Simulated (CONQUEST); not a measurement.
Crystal: KBr.

```
Br K
1.0
     4.66690    0.00000    0.00000
     0.00000    4.66690    0.00000
     0.00000    0.00000    6.60000
Br K
2 2
Direct
  0.00000 0.00000 0.50000
  0.50000 0.50000 0.00000
  0.00000 0.00000 0.00000
  0.50000 0.50000 0.50000
```

* Program: CONQUEST 1.3
* Task: single point
* Functional: PBE
* Potentials or basis: PseudoDojo NC PBE, DZP, grid cutoff 120 Ha
* k mesh: 6 × 6 × 4
* Occupations: fermi-dirac, width 0.05 eV
* Spin: no spin polarisation

On this cell: pressure 0.7 GPa; largest force zero by symmetry; band gap on the k mesh 4.54 eV.

The same run follows on a disturbed copy (atoms moved at random, drawn with an rms of 0.05 Å):

```
Br K
1.0
     4.66690    0.00000    0.00000
     0.00000    4.66690    0.00000
     0.00000    0.00000    6.60000
Br K
2 2
Direct
  0.00636 0.99657 0.50156
  0.50636 0.49657 0.00156
  0.49962 0.49177 0.50496
  0.99962 0.99177 0.00496
```

**Question.** What does the disturbed cell give?

**Answer.** The energy moves by +0.6 meV/atom; pressure 0.7 GPa; largest force 0.063 eV/Å; band gap on the k mesh 4.54 eV.

Forces in eV/Å, atoms in the order of the input:
```
Br  -0.037 -0.028  0.041
Br  -0.037 -0.028  0.041
K    0.044  0.037 -0.026
K    0.044  0.037 -0.026
```

The forces don't sum to zero, so they hold noise of the program's grid.

Caveats: the box holds several primitive cells, so bands are folded and the points are those of the box's own zone; the basis of atomic orbitals isn't converged, which shifts pressures, moduli and gaps; the real-space grid breaks the cell's symmetry a little (some runs).

A k mesh can miss the band edges.
